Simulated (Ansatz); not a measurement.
This guess for In3GaP4 is about to be relaxed.

Space group P4/mmm (No. 123). a = 3.957 Å, b = 3.957 Å, c = 11.191 Å, α = 90.00°, β = 90.00°, γ = 90.00°
```
atom  site  symmetry       x       y       z
  In    1a     4/mmm  0.0000  0.0000  0.0000
  In    2h       4mm  0.5000  0.5000  0.2500
  Ga    1b     4/mmm  0.0000  0.0000  0.5000
   P    2g       4mm  0.0000  0.0000  0.2500
   P    1d     4/mmm  0.5000  0.5000  0.5000
   P    1c     4/mmm  0.5000  0.5000  0.0000
```

Theory: DFT PBE, scalar-relativistic, plane waves, PAW in Ansatz. Cutoff 420 eV, Gaussian smearing, Γ-centred meshes. Cell and atoms relax first on a coarse mesh and then on a finer one. In between, the cell is made exact in the group found at 0.06 Å. In metals the finer mesh still leaves noise of several meV/atom or more. The steps can't lower the symmetry of their start. No spin polarisation.

A guess keeps its type if space group and coordination stay and the shape of the cell changes little (axis ratios within about 15 %, angles within 6°); the volume may change.

Question: Will the relaxed cell still be of the starting type?

Answer: It keeps its type. The symmetry stays P4/mmm (No. 123). The volume per atom shrinks by 7.1 %, from 21.9 to 20.3 Å³. The shortest distance goes from 2.80 Å (Ga–P and In–P) to 2.55 Å (Ga–P). The ratio c/a of the conventional cell changes by a factor of 1.00. Counting neighbours within 15 % of an atom's shortest distance, the start has Ga 6, In 6, P 6 and the end Ga 6, In 6, P 6.

Formation energies are uncorrected and refer to the elements' standard structures at the same level. The references include black phosphorus.

Question: At what energy does it end?

Answer: +0.02 eV/atom. The formation energy is too near zero to say whether this cell lies below the elements.

The last run used a 10×10×4 mesh (in the run's order of axes) for its 8-atom cell and Gaussian smearing of 0.10 eV. The k mesh leaves some 4 meV/atom of noise in the energy of each metallic cell. The reference form of P is held partly by dispersion forces, which this level lacks. Symmetry constrained the relaxation, so the result can be a saddle point. Another cell of In3GaP4 relaxed alike, in P-43m, lies 294 meV/atom lower, so this cell isn't the stable form at this level.
